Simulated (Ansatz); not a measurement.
Runs of Ansatz 0.2.0 on MoS2. The structure is trigonal, space group P-3m1 (No. 164). Conventional cell: a = 3.227 Å, b = 3.227 Å, c = 6.312 Å, α = 90.00°, β = 90.00°, γ = 120.00°. Around Mo (site symmetry -3m) lie 6 S at 2.42 Å. Around S (site symmetry 3m) lie 3 Mo at 2.42 Å. Measurements of this composition are mostly on another form, of space group No. 194.

| task | level | cell | k mesh | atoms under strain | points for each segment of the path | gap on the mesh (eV) | pressure (GPa) | relaxed volume (Å³/atom) | largest force (eV/Å) |
| --- | --- | --- | --- | --- | --- | --- | --- | --- | --- |
| relaxation of cell and atoms | PBEsol+D4 | relaxed | 9 × 9 × 4 | - | - | - | 0.0 | 16.28 | - |
| relaxation of cell and atoms | RPBE+D4 | relaxed | 9 × 9 × 4 | - | - | - | 0.0 | (b) | - |
| elastic constants | PBEsol | as given | 7 × 7 × 3 | clamped | - | none | (a) | - | - |
| relaxation of cell and atoms | RPBE+D3(BJ) | relaxed | 9 × 9 × 4 | - | - | - | 0.0 | 13.72 | 0.01 |
| band structure | PBEsol | as given | 9 × 9 × 4 | - | 14 | none | -3.4 | - | 0.02 |

Alike in all rows: potentials or basis Ansatz PAW; no spin polarisation; cutoff (eV) 420; smearing fermi-dirac 0.05 eV.

**Question.** Fill in the values left out.

**Answer.** (a) -3.2; (b) 16.22.

Caveats: the PAW data sets come from PBE, with cores solved anew for the run's functional, which leaves a small shift of forces and pressure; the plane-wave basis is chosen anew once the cell has moved, so the energies of steps on either side of that aren't comparable (some runs); this functional lacks dispersion, which binds the layers, so the pressure and a relaxed spacing across them are unreliable (some runs); the cell is more than 3 GPa from zero pressure, which shifts response properties (some runs); elastic constants of metals need much finer meshes, so these are rough (some runs); the volume moved by over 15 % at a fixed basis, so the end points are rough (some runs).

A k mesh can miss the band edges, and the runs leave out spin-orbit coupling on Mo.

A gap of «none» marks a metal or a gap under the smearing width.

Runs at the PBE level aren't shown here.
